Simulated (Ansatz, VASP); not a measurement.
# SiC2 in VASP and in Ansatz

File INCAR:

```
ALGO     = Normal         # electronic algorithm
EDIFF    = 1E-6           # SCF threshold, eV
ENCUT    = 520            # plane-wave cutoff, eV
GGA      = PE             # functional
ISIF     = 2              # what is computed and relaxed
ISMEAR   = 0              # smearing method
ISPIN    = 2              # spin polarisation
IVDW     = 12             # dispersion correction
LASPH    = True           # aspherical terms in the spheres
LCHARG   = False          # write CHGCAR
LORBIT   = 11             # projections on sites
LREAL    = False          # projectors in reciprocal space
LWAVE    = False          # write WAVECAR
MAGMOM   = 0 1 1          # initial moments
NBANDS   = 17             # bands
NELM     = 150            # most SCF steps
PREC     = Accurate       # precision mode
SIGMA    = 0.1            # smearing width, eV
```

Contents of KPOINTS:

```
k-points
0
Gamma
  6 6 4
```

File POSCAR:

```
SiC2
1.0
    2.4677706735      0.0000000000      0.0000000000
   -1.2338853368      2.1371520940      0.0000000000
    0.0000000000      0.0000000000      7.0647017542
Si C
1 2
Direct
    0.0000000000      0.0000000000      0.0000000000
    0.3333333333      0.6666666667      0.5000000000
    0.6666666667      0.3333333333      0.5000000000
```

Input for Ansatz:

```yaml
crystal:
  lattice:
    - [2.4677706735, 0.0, 0.0]
    - [-1.2338853368, 2.137152094, 0.0]
    - [0.0, 0.0, 7.0647017542]
  atoms:
    - { symbol: Si, position: [0.0, 0.0, 0.0] }
    - { symbol: C, position: [0.3333333333, 0.6666666667, 0.5], spin: 1.0 }
    - { symbol: C, position: [0.6666666667, 0.3333333333, 0.5], spin: 1.0 }
basis:
  ecutwfc: 420
kpoints:
  mp_grid: { grid: [6, 6, 4] }
hamiltonian:
  xc: pbe
  dispersion: d3bj
scf:
  occupations: { method: gaussian, width: 0.1 }
  lower_state_search: "off"
output:
  forces: true
  stress: true
  eigenvalues: true
  populations: true
magnetization:
  spin_polarized: true
```

Alike in both runs: task single point; functional PBE; dispersion D3(BJ); k mesh 6 × 6 × 4; occupations gaussian, width 0.1 eV; collinear spin.

```csv
,VASP,Ansatz
version,VASP 6.6.1,Ansatz 0.2.0
potentials or method,"VASP PAW PBE potentials, release 64 (Si, C)","scalar-relativistic, plane waves, PAW"
plane-wave cutoff (eV),520,420
valence electrons in the cell,12,12
```

VASP gave:

| Quantity | Value |
| --- | --- |
| gap on the k mesh at the Fermi level (eV) | none |
| pressure (GPa) | 0.2 |
| largest component of the traceless stress (GPa) | 0.10 |
| net moment per atom (μB) | 0.00 |

**Question.** What did Ansatz give for the same quantities?

**Answer.** gap on the k mesh at the Fermi level (eV): none; pressure (GPa): 0.0; largest component of the traceless stress (GPa): 0.11; net moment per atom (μB): 0.00.

A gap of «none» marks a metal or a gap that the smearing closes. Ansatz warned: «seeded_moment_not_kept».

Caveats: the k mesh is coarse (spacing up to 0.49 Å⁻¹), so the values aren't converged.
